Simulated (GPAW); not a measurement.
The system is Ir.

```
CELL_PARAMETERS angstrom
2.75138 0.00000 0.00000
-1.37569 2.38276 0.00000
0.00000 0.00000 4.46229
ATOMIC_POSITIONS crystal
Ir 0.33333 0.66667 0.25000
Ir 0.66667 0.33333 0.75000
```

This isn't the form of Ir at room conditions, which is fcc.

* Program: GPAW 26.7.0
* Task: relaxation of cell and atoms
* Functional: PBEsol
* Potentials or basis: PAW data sets generated in the run's folder for this functional
* Cutoff: 600 eV
* Basis: pw
* k mesh: 8 × 8 × 5
* Occupations: fermi-dirac, width 0.05 eV
* Spin: no spin polarisation

At the start: pressure -12.6 GPa; volume 14.63 Å³/atom.

Question: Where does the relaxation end?

Answer: Over 6 steps the energy falls by 21.4 meV/atom and the volume is 14.11 Å³/atom (-3.6 %); space group P6_3/mmc (No. 194, to 0.05 Å).

Step by step:
```
step  energy change (eV)  largest force (eV/Å)  pressure (GPa)  volume (Å³)
   1              0.0000                0.0000          -12.61        29.25
   2             -0.0380                0.0000           -4.35        28.54
   3             -0.0426                0.0000            0.29        28.18
   4             -0.0426                0.0000            0.03        28.20
   5             -0.0427                0.0000           -0.11        28.21
   6             -0.0428                0.0000           -0.06        28.21
```

Final structure:
```yaml
crystal:
  lattice:
    - [2.72209, 0.00000, 0.00000]
    - [-1.36104, 2.35740, 0.00000]
    - [0.00000, 0.00000, 4.39626]
  atoms:
    - { symbol: Ir, position: [0.33333, 0.66667, 0.25000] }
    - { symbol: Ir, position: [0.66667, 0.33333, 0.75000] }
```

Caveat: later steps reuse the first step's grids.
